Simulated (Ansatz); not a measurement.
**Sb in Ansatz: the effect of target pressure**

Sb:

```
CELL_PARAMETERS angstrom
3.12240 0.00000 0.00000
0.00000 4.34752 0.00000
-0.03891 0.00000 4.40585
ATOMIC_POSITIONS crystal
Sb 0.01139 0.25000 0.24117
Sb 0.98861 0.75000 0.75883
```

This isn't the form of Sb at room conditions, which is rhombohedral.

Alike in all runs:

- Program: Ansatz 0.2.0
- Task: relaxation of cell and atoms
- Functional: LDA
- Potentials or basis: Ansatz PAW
- Cutoff: 420 eV (not typed: the program's choice for these potentials)
- k mesh: 9 × 6 × 6
- Occupations: fermi-dirac, width 0.05 eV
- Spin: no spin polarisation

Each run relaxes the cell or the atoms first.

```tsv
target pressure	target pressure	relaxed volume (Å³/atom)
0 GPa	-	28.05
2 GPa	2 GPa	27.25
5 GPa	5 GPa	?
10 GPa	10 GPa	24.98
20 GPa	20 GPa	23.09
30 GPa	30 GPa	21.73
```

**Question.** What does the run with target pressure 5 GPa give?

**Answer.** Relaxed volume 26.28 Å³/atom.

Worked out: In Murnaghan's law V^(-B') rises as a straight line in P. The other rows fit best with B' = 3.9, V0 = 28.03 Å³/atom and B0 = 69 GPa, which gives 26.29 Å³/atom at 5 GPa, against the run's 26.28.

Caveats: the plane-wave basis is chosen anew once the cell has moved, so the energies of steps on either side of that aren't comparable; the PAW data sets come from PBE, with cores solved anew for the run's functional, which leaves a small shift of forces and pressure; the volume moved by over 15 % at a fixed basis, so the end points are rough (some runs).

Runs at the PBE level aren't shown here.
